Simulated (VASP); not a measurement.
Write the native input for VASP 6.6.1 that does the following.

```
Task                   : work function
Functional             : PBEsol
Potentials or basis    : VASP PAW PBE potentials, release 64 (Ge_d, Se)
Cutoff                 : 520 eV
k mesh                 : 6 × 2 × 1
Occupations            : gaussian, width 0.05 eV
Spin                   : no spin polarisation
Dipole correction      : yes
Further INCAR settings : ALGO = Normal; EDIFF = 1e-07
```

The structure of GeSe lies in POSCAR:

```
GeSe                                    
1.0
    4.3800000000      0.0000000000      0.0000000000
    0.0000000000     10.7900000000      0.0000000000
    0.0000000000      0.0000000000     21.7300000000
  Ge              Se            
     8     8
Direct
     0.9571159308576273    0.1208677733969649    0.3893850550660726
     0.5428840691423727    0.6208677733969652    0.3893850550660726
     0.9081182245038846    0.1305899430277372    0.5648870763386583
     0.5918817754961154    0.6305899430277370    0.5648870763386583
     0.4081182245038845    0.3694100569722626    0.4351129236613419
     0.0918817754961156    0.8694100569722630    0.4351129236613419
     0.4571159308576276    0.3791322266030351    0.6106149449339275
     0.0428840691423726    0.8791322266030348    0.6106149449339275
     0.5322542072251629    0.8424245975808632    0.3606327693140907
     0.9677457927748371    0.3424245975808632    0.3606327693140907
     0.5058809291203300    0.8613449714196529    0.5401072627514860
     0.9941190708796700    0.3613449714196528    0.5401072627514860
     0.0058809291203300    0.6386550285803471    0.4598927372485139
     0.4941190708796701    0.1386550285803474    0.4598927372485139
     0.0322542072251629    0.6575754024191368    0.6393672306859092
     0.4677457927748372    0.1575754024191369    0.6393672306859092
```

One way to write it, as run:

INCAR

```
SYSTEM = GeSe
PREC     = Accurate       ! precision mode
ENCUT    = 520            ! plane-wave cutoff, eV
EDIFF    = 1E-7           ! SCF threshold, eV
ISMEAR   = 0              ! smearing method
SIGMA    = 0.05           ! smearing width, eV
LREAL    = .FALSE.        ! projectors in reciprocal space
LASPH    = .TRUE.         ! aspherical terms in the spheres
NELM     = 60             ! most SCF steps
ALGO     = Normal         ! electronic algorithm
ISIF     = 2              ! what is computed and relaxed
LWAVE    = .FALSE.        ! write WAVECAR
LCHARG   = .TRUE.         ! write CHGCAR
LDIPOL   = .TRUE.       
IDIPOL   = 3            
DIPOL    = 0.5 0.5 0.500
GGA      = PS             ! functional
LVHAR    = .TRUE.       
LVACPOTAV= .TRUE.       
KPAR     = 4
```

KPOINTS

```
Automatic mesh
0
G
  6 2 1
  0 0 0
```

Potentials or basis: VASP PAW PBE potentials, release 64 (Ge_d, Se).

Launch:

```bash
$ cat potpaw_PBE.64/Ge_d/POTCAR potpaw_PBE.64/Se/POTCAR > POTCAR
$ mpirun -np 8 vasp_std > vasp.out
```

It gave:

| Property | Result |
| --- | --- |
| Largest force | 0.014 eV/Å |
| Band gap on the k mesh | 0.60 eV, direct |
| Ionisation potential of the upper face | 5.32 eV |

Caveat: the PAW data sets were made with another functional, which shifts forces and pressure a little.

Run time: 2.9 min on 8 MPI ranks on AMD EPYC 9R45 96-Core Processor (Zen 5), on a shared host, peak memory 0.74 GiB a rank.
